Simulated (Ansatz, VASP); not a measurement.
**Ir: VASP beside Ansatz**

File INCAR:

```
SYSTEM = Ir
  PREC = Accurate
  ENCUT = 520
  EDIFF = 1E-6
  ISMEAR = 0
  SIGMA = 0.1
  LREAL = .FALSE.
  LASPH = .TRUE.
  NELM = 100
  ALGO = Fast
  ISIF = 2
  LWAVE = .FALSE.
  LCHARG = .FALSE.
  GGA = PS
  NBANDS = 16
```

The input KPOINTS:

```
regular mesh
0
G
  15 15 8
  0 0 0
```

POSCAR

```
Ir
1.0
    2.7513778946      0.0000000000      0.0000000000
   -1.3756889473      2.3827631521      0.0000000000
    0.0000000000      0.0000000000      4.4622900000
Ir
2
Direct
    0.6666666700      0.3333333300      0.7600845082
    0.3333333300      0.6666666700      0.2500000000
```

Input for Ansatz:

```yaml
crystal:
  lattice:
    - [2.7513778946, 0.0, 0.0]
    - [-1.3756889473, 2.3827631521, 0.0]
    - [0.0, 0.0, 4.46229]
  atoms:
    - { symbol: Ir, position: [0.66666667, 0.33333333, 0.7600845082] }
    - { symbol: Ir, position: [0.33333333, 0.66666667, 0.25] }
basis:
  ecutwfc: 420
kpoints:
  mp_grid: { grid: [15, 15, 8] }
hamiltonian:
  xc: pbesol
scf:
  occupations: { method: gaussian, width: 0.1 }
output:
  forces: true
  stress: true
  eigenvalues: true
```

Change from the starting cell: one atom moved.

Alike in both runs: task single point; functional PBEsol; k mesh 15 × 15 × 8; occupations gaussian, width 0.1 eV; no spin polarisation.

|  | VASP | Ansatz |
| --- | --- | --- |
| version | VASP 6.6.1 | Ansatz 0.2.0 |
| potentials or method | VASP PAW PBE potentials, release 64 (Ir) | scalar-relativistic, plane waves, PAW |
| plane-wave cutoff (eV) | 520 | 420 |
| valence electrons in the cell | 18 | 34 |

Ansatz gave:

```
gap on the k mesh at the Fermi level (eV)       : none
pressure (GPa)                                  : -12.2
largest component of the traceless stress (GPa) : 0.19
rms of the force components (eV/Å)              : 0.296
```

**Question.** Estimate VASP's values.

**Answer.** gap on the k mesh at the Fermi level (eV): none; pressure (GPa): -11.5; largest component of the traceless stress (GPa): 0.14; rms of the force components (eV/Å): 0.304.

Atom by atom the forces differ by 0.008 eV/Å (rms over components). A gap of «none» marks a metal or a gap that the smearing closes. The two sets of potentials don't hold the same shells in valence.

Caveats: the PAW data sets were made with another functional, which shifts forces and pressure a little (VASP). The runs have no spin-orbit coupling, so splittings on Ir are missing.
